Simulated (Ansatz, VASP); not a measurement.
# PbS (Galena), level by level in two programs

```
Pb S
1.0
     0.00000    2.96575    2.96575
     2.96575    0.00000    2.96575
     2.96575    2.96575    0.00000
Pb S
1 1
Direct
  0.00000 0.00000 0.00000
  0.50000 0.50000 0.50000
```

Single points on this cell with VASP 6.6.1 and Ansatz 0.2.0. Each row is one pair of runs. Alike in all rows: spin: off; k mesh: 8 × 8 × 8; VASP's potentials, cutoff: VASP PAW PBE potentials, release 64 (Pb_d, S), 520 eV.

```csv
level,smearing,"Ansatz's potentials, cutoff","gap on the k mesh at the Fermi level (eV), VASP","gap on the k mesh at the Fermi level (eV), Ansatz","least direct gap on the mesh (eV), VASP","least direct gap on the mesh (eV), Ansatz","pressure (GPa), VASP","pressure (GPa), Ansatz"
PBE,"fermi-dirac, width 0.05 eV","Ansatz PAW, 420 eV",0.36,0.36,0.36,0.36,2.2,2.2
PBE,"fermi-dirac, width 0.05 eV","Ansatz PAW polarizable, 420 eV",0.36,0.36,0.36,0.36,2.2,2.2
PBE,"fermi-dirac, width 0.05 eV","Ansatz PAW earlier set, 700 eV",0.36,?,0.36,?,2.2,?
PBE,"fermi-dirac, width 0.05 eV","PseudoDojo stringent (PBE files), 1197 eV",0.36,0.37,0.36,0.37,2.2,2.2
PBE,"gaussian, width 0.02 eV","Ansatz PAW, 420 eV",0.36,0.36,0.36,0.36,2.2,2.2
PBE,"gaussian, width 0.1 eV","Ansatz PAW, 420 eV",0.36,0.36,0.36,0.36,2.1,2.2
PBE,"gaussian, width 0.026 eV","Ansatz PAW, 420 eV",0.36,0.36,0.36,0.36,2.2,2.2
PBE,"gaussian, width 0.011 eV","Ansatz PAW, 420 eV",0.36,0.36,0.36,0.36,2.2,2.2
```

Question: Fill in what Ansatz gave in row 3.

Answer: gap on the k mesh at the Fermi level (eV): 0.36; least direct gap on the mesh (eV): 0.36; pressure (GPa): 2.3.

Caveats: spin-orbit coupling is left out, which as a rule narrows the gap of such compounds by several tenths of an eV (some rows).
